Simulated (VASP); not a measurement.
Runs of VASP 6.6.1 on AlN. All rows change the cell; the cell of one of them follows. The structure is hexagonal, space group P6_3mc (No. 186). Conventional cell: a = 3.245 Å, b = 3.245 Å, c = 5.201 Å, α = 90.00°, β = 90.00°, γ = 120.00°. Al (site symmetry 3m) is surrounded by 4 N at 1.97 to 1.98 Å. N (site symmetry 3m) is surrounded by 4 Al at 1.97 to 1.98 Å. The cell was built by a generator and needn't be a form met in nature.

```tsv
level	cell	k mesh	smearing	exchange at q = 0	grid for exact exchange (PRECFOCK)	screening parameter	gap on the mesh (eV)	pressure (GPa)	largest force (eV/Å)
PBE	hydrostatic strain +4.5%	12 × 12 × 6	fermi-dirac 0.02 eV	-	-	-	3.15	(a)	0.01
HSE06	epitaxial_xy strain +4.4%	6 × 6 × 4	gaussian 0.01 eV	truncated	Normal	0.2079 1/A	4.67	-12.5	0.01
PBE	epitaxial_xy strain +4.4%	12 × 12 × 6	fermi-dirac 0.02 eV	-	-	-	3.38	-7.4	0.06
r2SCAN	hydrostatic strain +4.5%	12 × 12 × 6	gaussian 0.01 eV	-	-	-	(b)	-21.8	-
```

Alike in all rows: task single point; potentials or basis VASP PAW PBE potentials, release 64 (Al, N); no spin polarisation; cutoff (eV) 520.

Fill in the values left out.

(a) -17.1; (b) 3.77.

Caveats: so large a pressure means that the cell lies far from this level's equilibrium, or that cutoff or potentials fall short (some runs); the PAW data sets were made with another functional, which shifts forces and pressure a little (some runs); the potentials were made for another functional, which shifts forces and pressure (some runs).

A k mesh can miss the band edges.
